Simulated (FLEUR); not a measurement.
CdTe under changes of volume

One of the cells (32.922 Å³/atom); the others are scaled copies at fixed shape and fractional positions:

```
CELL_PARAMETERS angstrom
0.00000 3.20500 3.20500
3.20500 0.00000 3.20500
3.20500 3.20500 0.00000
ATOMIC_POSITIONS crystal
Te 0.75000 0.75000 0.75000
Cd 0.00000 0.00000 0.00000
```

* Program: FLEUR MaX-R8.1 (patched build s14)
* Functional: Wu-Cohen GGA
* Potentials or basis: all-electron
* Basis: FLAPW
* Kmax: 3.8 1/bohr
* k mesh: 7 × 7 × 7
* Occupations: fermi-dirac, width 0.05 eV
* Spin: no spin polarisation

| volume (Å³/atom) | energy over the lowest point (meV/atom) | gap on the mesh (eV) |
| --- | --- | --- |
| 30.947 | ? | ? |
| 31.605 | 29.10 | 0.85 |
| 32.922 | 6.33 | 0.73 |
| 34.239 | 0.00 | 0.61 |
| 34.897 | 2.46 | 0.56 |

**Question.** What does the run at 30.947 Å³/atom give?

**Answer.** Energy over the lowest point 46.92 meV/atom; gap on the mesh 0.91 eV.

Worked out: A Birch-Murnaghan fit of order 2 (a polynomial in V^(-2/3)) to the other rows has its minimum at 34.12 Å³/atom with B0 = V·E''(V) = 44 GPa. It gives 47.92 meV/atom at 30.947 Å³/atom, against the run's 46.92. A straight line through the other rows of the gap, of slope -2.95 eV per unit of ln V (its deformation potential), extrapolates to 0.91 eV, against the run's 0.91.

Energies are extrapolated to zero smearing.

Caveats: the plane-wave cutoff is short for the semicore states, which can make moduli rough; spin-orbit coupling is left out, which moves the levels of the heavy elements.
